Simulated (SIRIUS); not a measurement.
# BeS in SIRIUS: convergence with smearing width

Input of the first run (smearing width 0.3 eV); the others differ in this setting and in those tied to it:

sirius.json

```json
{
  "control": {
    "processing_unit": "cpu",
    "std_evp_solver_name": "lapack",
    "gen_evp_solver_name": "lapack",
    "verbosity": 2,
    "print_forces": true,
    "ortho_rf": true,
    "use_second_variation": true,
    "rmt_max": 3.0,
    "num_bands_to_print": 16,
    "save_wf": true
  },
  "parameters": {
    "electronic_structure_method": "full_potential_lapwlo",
    "xc_functionals": ["XC_GGA_X_PBE", "XC_GGA_C_PBE"],
    "core_relativity": "dirac",
    "valence_relativity": "iora",
    "num_fv_states": 16,
    "smearing": "fermi_dirac",
    "smearing_width": 0.0110247967,
    "pw_cutoff": 20,
    "gk_cutoff": 3.69,
    "lmax_apw": 10,
    "lmax_rho": 8,
    "lmax_pot": 8,
    "num_mag_dims": 0,
    "auto_rmt": 0,
    "ngridk": [9, 9, 9],
    "shiftk": [0, 0, 0],
    "num_dft_iter": 80,
    "energy_tol": 1e-07,
    "density_tol": 1e-05,
    "use_symmetry": true
  },
  "settings": {"tol_ne": 1e-10},
  "iterative_solver": {"type": "exact"},
  "mixer": {"type": "anderson", "beta": 0.5, "max_history": 8},
  "unit_cell": {
    "lattice_vectors": [[0.0, 4.5825858522, 4.5825858522], [4.5825858522, 0.0, 4.5825858522], [4.5825858522, 4.5825858522, 0.0]],
    "atom_types": ["Be", "S"],
    "atom_files": {"Be": "Be.json", "S": "S.json"},
    "atoms": {"Be": [[0.0, 0.0, 0.0]], "S": [[0.75, 0.75, 0.75]]}
  }
}
```

Contents of Be.json:

```json
{
  "name": "beryllium",
  "symbol": "Be",
  "number": 4,
  "mass": 9.012182,
  "rmin": 1e-06,
  "rmt": 1.76,
  "nrmt": 800,
  "rinf": 16.55,
  "core": "",
  "valence": [
    {"basis": [{"enu": -0.04, "dme": 0, "n": 0, "auto": 0}, {"enu": -0.04, "dme": 1, "n": 0, "auto": 0}]},
    {"l": 0, "n": 1, "basis": [{"enu": 0.06, "dme": 0, "n": 0, "auto": 0}]},
    {"l": 1, "n": 2, "basis": [{"enu": 0.06, "dme": 0, "n": 0, "auto": 0}]},
    {"l": 2, "n": 3, "basis": [{"enu": 0.06, "dme": 0, "n": 0, "auto": 0}]},
    {"l": 3, "n": 4, "basis": [{"enu": 0.06, "dme": 0, "n": 0, "auto": 0}]}
  ],
  "lo": [
    {"l": 0, "basis": [{"enu": 0.06, "dme": 0, "n": 0, "auto": 0}, {"enu": 0.06, "dme": 1, "n": 0, "auto": 0}]},
    {
      "l": 0,
      "basis": [{"enu": -3.5898, "dme": 0, "n": 1, "auto": 1}, {"enu": -3.5898, "dme": 1, "n": 1, "auto": 1}]
    },
    {
      "l": 0,
      "basis": [{"enu": -3.5898, "dme": 1, "n": 1, "auto": 1}, {"enu": 0.06, "dme": 0, "n": 0, "auto": 0}]
    },
    {"l": 0, "basis": [{"enu": 0.06, "dme": 0, "n": 0, "auto": 0}, {"enu": 5.2253, "dme": 0, "n": 0, "auto": 0}]},
    {"l": 1, "basis": [{"enu": 0.06, "dme": 0, "n": 0, "auto": 0}, {"enu": 0.06, "dme": 1, "n": 0, "auto": 0}]},
    {"l": 1, "basis": [{"enu": 0.06, "dme": 1, "n": 0, "auto": 0}, {"enu": 0.06, "dme": 2, "n": 0, "auto": 0}]},
    {"l": 1, "basis": [{"enu": 0.06, "dme": 0, "n": 0, "auto": 0}, {"enu": 4.5151, "dme": 0, "n": 0, "auto": 0}]},
    {"l": 2, "basis": [{"enu": 0.06, "dme": 0, "n": 0, "auto": 0}, {"enu": 0.06, "dme": 1, "n": 0, "auto": 0}]},
    {"l": 2, "basis": [{"enu": 0.06, "dme": 1, "n": 0, "auto": 0}, {"enu": 0.06, "dme": 2, "n": 0, "auto": 0}]},
    {"l": 3, "basis": [{"enu": 0.06, "dme": 0, "n": 0, "auto": 0}, {"enu": 0.06, "dme": 1, "n": 0, "auto": 0}]}
  ],
  "free_atom": [... radial grid and density of the free atom, the start of the SCF ...]
}
```

Contents of S.json:

```json
{
  "name": "sulphur",
  "symbol": "S",
  "number": 16,
  "mass": 32.065,
  "rmin": 1e-06,
  "rmt": 2.14,
  "nrmt": 800,
  "rinf": 13.52,
  "core": "1s",
  "valence": [
    {"basis": [{"enu": -0.04, "dme": 0, "n": 0, "auto": 0}, {"enu": -0.04, "dme": 1, "n": 0, "auto": 0}]},
    {"l": 0, "n": 1, "basis": [{"enu": -0.0766, "dme": 0, "n": 0, "auto": 0}]},
    {"l": 1, "n": 2, "basis": [{"enu": 0.06, "dme": 0, "n": 0, "auto": 0}]},
    {"l": 2, "n": 3, "basis": [{"enu": 0.06, "dme": 0, "n": 0, "auto": 0}]},
    {"l": 3, "n": 4, "basis": [{"enu": 0.06, "dme": 0, "n": 0, "auto": 0}]}
  ],
  "lo": [
    {
      "l": 0,
      "basis": [{"enu": -0.0766, "dme": 0, "n": 0, "auto": 0}, {"enu": -0.0766, "dme": 1, "n": 0, "auto": 0}]
    },
    {
      "l": 0,
      "basis": [{"enu": -0.0766, "dme": 1, "n": 0, "auto": 0}, {"enu": -0.0766, "dme": 2, "n": 0, "auto": 0}]
    },
    {
      "l": 0,
      "basis": [{"enu": -7.4163, "dme": 0, "n": 2, "auto": 1}, {"enu": -7.4163, "dme": 1, "n": 2, "auto": 1}]
    },
    {
      "l": 0,
      "basis": [{"enu": -0.0766, "dme": 0, "n": 0, "auto": 0}, {"enu": 2.5437, "dme": 0, "n": 0, "auto": 0}]
    },
    {"l": 1, "basis": [{"enu": 0.06, "dme": 0, "n": 0, "auto": 0}, {"enu": 0.06, "dme": 1, "n": 0, "auto": 0}]},
    {
      "l": 1,
      "basis": [{"enu": -5.4282, "dme": 0, "n": 2, "auto": 1}, {"enu": -5.4282, "dme": 1, "n": 2, "auto": 1}]
    },
    {
      "l": 1,
      "basis": [{"enu": -5.4282, "dme": 1, "n": 2, "auto": 1}, {"enu": 0.06, "dme": 0, "n": 0, "auto": 0}]
    },
    {"l": 1, "basis": [{"enu": 0.06, "dme": 0, "n": 0, "auto": 0}, {"enu": 4.0778, "dme": 0, "n": 0, "auto": 0}]},
    {"l": 2, "basis": [{"enu": 0.06, "dme": 0, "n": 0, "auto": 0}, {"enu": 0.06, "dme": 1, "n": 0, "auto": 0}]},
    {"l": 2, "basis": [{"enu": 0.06, "dme": 1, "n": 0, "auto": 0}, {"enu": 0.06, "dme": 2, "n": 0, "auto": 0}]},
    {"l": 2, "basis": [{"enu": 0.06, "dme": 0, "n": 0, "auto": 0}, {"enu": 3.4664, "dme": 0, "n": 0, "auto": 0}]},
    {"l": 3, "basis": [{"enu": 0.06, "dme": 0, "n": 0, "auto": 0}, {"enu": 0.06, "dme": 1, "n": 0, "auto": 0}]}
  ],
  "free_atom": [... radial grid and density of the free atom, the start of the SCF ...]
}
```

File sirius_start.json:

```json
{
  "control": {
    "processing_unit": "cpu",
    "std_evp_solver_name": "lapack",
    "gen_evp_solver_name": "lapack",
    "verbosity": 1,
    "print_forces": false,
    "ortho_rf": true,
    "use_second_variation": true,
    "rmt_max": 3.0,
    "num_bands_to_print": 16,
    "save_wf": false
  },
  "parameters": {
    "electronic_structure_method": "full_potential_lapwlo",
    "xc_functionals": ["XC_LDA_X", "XC_LDA_C_PW"],
    "core_relativity": "dirac",
    "valence_relativity": "iora",
    "num_fv_states": 16,
    "smearing": "fermi_dirac",
    "smearing_width": 0.0055123983,
    "pw_cutoff": 20,
    "gk_cutoff": 2.95,
    "lmax_apw": 10,
    "lmax_rho": 8,
    "lmax_pot": 8,
    "num_mag_dims": 0,
    "auto_rmt": 0,
    "ngridk": [4, 4, 4],
    "shiftk": [0, 0, 0],
    "num_dft_iter": 30,
    "energy_tol": 0.01,
    "density_tol": 0.05,
    "use_symmetry": true
  },
  "settings": {"tol_ne": 1e-10},
  "iterative_solver": {"type": "exact"},
  "mixer": {"type": "anderson", "beta": 0.5, "max_history": 8},
  "unit_cell": {
    "lattice_vectors": [[0.0, 4.5825858522, 4.5825858522], [4.5825858522, 0.0, 4.5825858522], [4.5825858522, 4.5825858522, 0.0]],
    "atom_types": ["Be", "S"],
    "atom_files": {"Be": "Be.json", "S": "S.json"},
    "atoms": {"Be": [[0.0, 0.0, 0.0]], "S": [[0.75, 0.75, 0.75]]}
  }
}
```

Potentials or basis: all-electron FP-LAPW, apw+lo standard.

Launch:

```console
$ OMP_NUM_THREADS=1 sirius.scf --input=sirius_start.json --output=start.json
$ OMP_NUM_THREADS=1 sirius.scf --input=sirius.json --output=output.json --task=1
```

Hardware: 1 thread of Intel(R) Xeon(R) Platinum 8259CL CPU @ 2.50GHz (Skylake/Cascade Lake) (shared host).

| smearing width | energy less the tightest run, at zero smearing (meV/atom) | SCF cycles | CPU time (s) | peak memory (GiB) |
| --- | --- | --- | --- | --- |
| 0.3 eV | 0.30 | 7 | 32 | 0.38 |
| 0.2 eV | 0.01 | 7 | 32 | 0.38 |
| 0.1 eV | 0.00 | 7 | 32 | 0.38 |
| 0.05 eV | 0.00 | 7 | 32 | 0.38 |
| 0.025 eV | 0.00 | 7 | 32 | 0.38 |
| 0.01 eV | 0.00 | 7 | 32 | 0.38 |

Against the tightest run, the energy stays within 1 meV/atom from 0.3 eV on. The tightest run that finished is the yardstick and may itself not be fully converged.
